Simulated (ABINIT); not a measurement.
# CdS (Hawleyite): single point with LDA

Crystal: CdS (Hawleyite).

```
Cd S
1.0
     0.00000    2.91650    2.91650
     2.91650    0.00000    2.91650
     2.91650    2.91650    0.00000
Cd S
1 1
Direct
  0.00000 0.00000 0.00000
  0.75000 0.75000 0.75000
```

```json
{
 "Program": "ABINIT 10.8.3 (patched build)",
 "Task": "single point",
 "Functional": "LDA",
 "Potentials or basis": "JTH PAW LDA v2.0",
 "Cutoff": "544 eV",
 "k mesh": "6 × 6 × 6",
 "Occupations": "fermi-dirac, width 0.05 eV",
 "Spin": "no spin polarisation",
 "Fine-grid cutoff": "1088.46 eV"
}
```

```
Band gap on the k mesh                                : 0.84 eV, direct
Valence electrons inside the program's atomic spheres : Cd 10.49; S 3.56
```

Levels at points of the mesh, in eV from the valence-band top:
| k point | band 7 | band 8 | band 9 | band 10 | band 11 | band 12 |
| --- | --- | --- | --- | --- | --- | --- |
| (0.00, 0.00, 0.00) | 0.00 | 0.00 | 0.00 | 0.84 | 6.32 | 6.32 |
| (0.50, 0.00, 0.00) | -4.53 | -0.77 | -0.77 | 2.74 | 6.82 | 6.82 |
| (0.50, 0.50, 0.00) | -4.07 | -1.93 | -1.93 | 3.31 | 4.14 | 8.90 |

Wall time 12 s on 1 thread of Intel(R) Xeon(R) Processor @ 2.70GHz, with other jobs on the host, peak memory 0.11 GiB.
